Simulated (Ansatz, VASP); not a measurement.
Sn: VASP beside Ansatz

The input INCAR:

```
SYSTEM = Sn
PREC = Accurate
ENCUT = 520
EDIFF = 1E-7
ISMEAR = -1
SIGMA = 0.05
LREAL = .FALSE.
LASPH = .TRUE.
NELM = 60
ALGO = Normal
ISIF = 2
LWAVE = .FALSE.
LCHARG = .FALSE.
GGA = PS
NBANDS = 13
```

The input KPOINTS:

```
regular mesh
0
G
  10 10 10
  0 0 0
```

Contents of POSCAR:

```
Sn
1.0
   -1.8946518192      1.8946518192      1.8946518192
    1.8946518192     -1.8946518192      1.8946518192
    1.8946518192      1.8946518192     -1.8946518192
Sn
1
Direct
    0.0000000000      0.0000000000      0.0000000000
```

Contents of input.yaml:

```yaml
crystal:
  lattice:
    - [-1.8946518192, 1.8946518192, 1.8946518192]
    - [1.8946518192, -1.8946518192, 1.8946518192]
    - [1.8946518192, 1.8946518192, -1.8946518192]
  atoms:
    - { symbol: Sn, position: [0.0, 0.0, 0.0] }
kpoints:
  mp_grid: { grid: [10, 10, 10] }
  band_path:
    path:
      - [0.0, 0.0, 0.0]
      - [0.5, -0.5, 0.5]
      - [0.0, 0.0, 0.5]
      - [0.0, 0.0, 0.0]
      - [0.25, 0.25, 0.25]
      - [0.5, -0.5, 0.5]
    npoints: 8
scf:
  occupations: { method: fermi_dirac, width: 0.05 }
hamiltonian:
  xc: pbesol
  pseudopotentials: { kind: all_electron, lapw: { basis_error: 0.001 } }
output:
  forces: true
  stress: true
  eigenvalues: true
```

Alike in both runs: functional PBEsol; k mesh 10 × 10 × 10; occupations fermi-dirac, width 0.05 eV; no spin polarisation.

```csv
,VASP,Ansatz
version,VASP 6.6.1,Ansatz 0.2.0
potentials or method,"VASP PAW PBE potentials, release 64 (Sn_d)","all-electron LAPW, scalar-relativistic"
plane-wave cutoff (eV),520,see its input
task,single point,band structure
```

|  | VASP | Ansatz | Ansatz less VASP |
| --- | --- | --- | --- |
| gap on the k mesh at the Fermi level (eV) | none | none | - |
| pressure (GPa) | -2.2 | -2.2 | +0.06 |

A gap of «none» marks a metal or a gap that the smearing closes. Ansatz ran all-electron here, so the differences hold the error of VASP's frozen core and of both bases.

Caveats: the PAW data sets were made with another functional, which shifts forces and pressure a little (VASP); spin-orbit coupling is left out, which moves the levels of the heavy elements (Ansatz).
